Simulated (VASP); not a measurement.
Set up this calculation in VASP 6.6.1, as the native input.

```yaml
Task: single point
Functional: LDA
Potentials_or_basis: VASP PAW LDA potentials, release 64 (Nb_sv)
Cutoff: 520 eV
k_mesh: 11 × 11 × 11
Occupations: methfessel-paxton, width 0.1 eV
Spin: no spin polarisation
Dipole_correction: no
Further_INCAR_settings: ALGO = Normal; EDIFF = 1e-06; NBANDS = 12
```

The structure of Nb lies in POSCAR:

```
Nb
1.0
    0.0000000000      2.1150000000      2.1150000000
    2.1150000000      0.0000000000      2.1150000000
    2.1150000000      2.1150000000      0.0000000000
Nb
1
Direct
    0.0000000000      0.0000000000      0.0000000000
```

This isn't the form of Nb at room conditions, which is bcc.

These files were run (other wordings do the same):

INCAR

```
PREC     = Accurate       # precision mode
ENCUT    = 520            # plane-wave cutoff, eV
EDIFF    = 1E-6           # SCF threshold, eV
ISMEAR   = 1              # smearing method
SIGMA    = 0.1            # smearing width, eV
LREAL    = F              # projectors in reciprocal space
LASPH    = T              # aspherical terms in the spheres
NELM     = 80             # most SCF steps
ALGO     = Normal         # electronic algorithm
ISIF     = 2              # what is computed and relaxed
LWAVE    = F              # write WAVECAR
LCHARG   = F              # write CHGCAR
NBANDS   = 12             # bands
```

KPOINTS

```
Automatic mesh
0
Gamma
  11 11 11
```

Potentials or basis: VASP PAW LDA potentials, release 64 (Nb_sv).

The run is started by

```sh
$ cat potpaw_LDA.64/Nb_sv/POTCAR > POTCAR
$ mpirun -np 1 vasp_std > vasp.out
```

It gave:

The pressure is -11.1 GPa and the band gap on the k mesh is none (metal or under the smearing width).

It took 9.1 s on 1 thread of Intel(R) Xeon(R) Platinum 8259CL CPU @ 2.50GHz (Skylake/Cascade Lake), on a shared host, peak memory 0.13 GiB.
